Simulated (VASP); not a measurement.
These are optB86b-vdW, VASP's PBE PAW potentials (set 64) (plane waves; VASP) values and carry that method's errors.

Input for VASP

**POSCAR**
```
CsBr
1
    4.2704346416     0.0000000000     0.0000000000
    0.0000000000     4.2704346416     0.0000000000
   -0.0000000000     0.0000000000     4.2704346416
Cs Br
1 1
Direct
  0.0000000000   0.0000000000   0.0000000000
  0.5000000000   0.5000000000   0.5000000000
```

### INCAR
```
SYSTEM = CsBr
PREC = Accurate
ENCUT = 520
EDIFF = 1E-7
NELM = 100
ALGO = Normal
LREAL = .FALSE.
LASPH = .TRUE.
ISMEAR = 0
SIGMA = 0.05
GGA = MK
PARAM1 = 0.1234
PARAM2 = 1.0
LUSE_VDW = .TRUE.
AGGAC = 0.0
LMAXMIX = 4
LWAVE = .FALSE.
LCHARG = .FALSE.
LORBIT = 11
ICHARG = 11
```

KPOINTS:
```
k-points along high-symmetry lines
15
Line-mode
Reciprocal
  0.000000   0.000000   0.000000 ! GAMMA
  0.000000   0.500000   0.000000 ! X

  0.000000   0.500000   0.000000 ! X
  0.500000   0.500000   0.000000 ! M

  0.500000   0.500000   0.000000 ! M
  0.000000   0.000000   0.000000 ! GAMMA

  0.000000   0.000000   0.000000 ! GAMMA
  0.500000   0.500000   0.500000 ! R

  0.500000   0.500000   0.500000 ! R
  0.000000   0.500000   0.000000 ! X

  0.500000   0.500000   0.500000 ! R
  0.500000   0.500000   0.000000 ! M
```

POTCAR, in this order: Cs_sv Br (PBE.64 set). Program: vasp_std. Read from the step before: CHGCAR.

What VASP printed:

File OSZICAR:
```
       N       E                     dE             d eps       ncg     rms          rms(c)
DAV:   1     0.990512035145E+02    0.99051E+02   -0.67268E+03  2160   0.113E+03
DAV:   2     0.587782293199E+01   -0.93173E+02   -0.86674E+02  3168   0.180E+02
DAV:   3    -0.164913823889E+01   -0.75270E+01   -0.74944E+01  2688   0.585E+01
DAV:   4    -0.173271856881E+01   -0.83580E-01   -0.83535E-01  2540   0.714E+00
DAV:   5    -0.173347688363E+01   -0.75831E-03   -0.75822E-03  2668   0.667E-01
DAV:   6    -0.173349141696E+01   -0.14533E-04   -0.14532E-04  2604   0.844E-02
DAV:   7    -0.173349182364E+01   -0.40668E-06   -0.40664E-06  2668   0.119E-02
DAV:   8    -0.173349183679E+01   -0.13149E-07   -0.13163E-07  2232   0.196E-03
   1 F= -.17334918E+01 E0= -.17334918E+01  d E =-.242876E-14
```

OUTCAR:
```
 val. band max:       -0.3211956494   @ k =   0.0000   0.0000   0.0000

 cond. band min:       4.1941063471   @ k =   0.0000   0.0000   0.0000



 k-point     1 :       0.0000    0.0000    0.0000
  band No.  band energies     occupation
      1     -20.1055      2.00000
      2     -12.7125      2.00000
      3      -6.6806      2.00000
      4      -6.6806      2.00000
      5      -6.6806      2.00000
      6      -0.3212      2.00000
      7      -0.3212      2.00000
      8      -0.3212      2.00000
      9       4.1941      0.00000
     10       4.5366      0.00000
     11       4.5366      0.00000
     12       8.8036      0.00000

 k-point     2 :       0.0000    0.0357    0.0000
  band No.  band energies     occupation
      1     -20.1048      2.00000
      2     -12.7127      2.00000
      3      -6.6862      2.00000
      4      -6.6792      2.00000
      5      -6.6792      2.00000
      6      -0.3448      2.00000
      7      -0.3239      2.00000
      8      -0.3239      2.00000
      9       4.2287      0.00000
     10       4.5450      0.00000
     11       4.5671      0.00000
     12       8.8072      0.00000

 k-point     3 :       0.0000    0.0714    0.0000
  band No.  band energies     occupation
      1     -20.1027      2.00000
      2     -12.7133      2.00000
      3      -6.7027      2.00000
      4      -6.6752      2.00000
      5      -6.6752      2.00000
      6      -0.4129      2.00000
      7      -0.3319      2.00000
      8      -0.3319      2.00000
      9       4.3296      0.00000
     10       4.5701      0.00000
     11       4.6575      0.00000
     12       8.7997      0.00000

 k-point     4 :       0.0000    0.1071    0.0000
  band No.  band energies     occupation
      1     -20.0994      2.00000
      2     -12.7143      2.00000
      3      -6.7289      2.00000
      4      -6.6687      2.00000
      5      -6.6687      2.00000
      6      -0.5175      2.00000
      7      -0.3448      2.00000
...
```

The density is held fixed in this step, so its total energy and stress have no physical meaning. Unless said otherwise, spin-orbit coupling is left out, though it shifts the bands of the heavy elements here.

The compound is CsBr in the CsCl type structure. It was relaxed first.
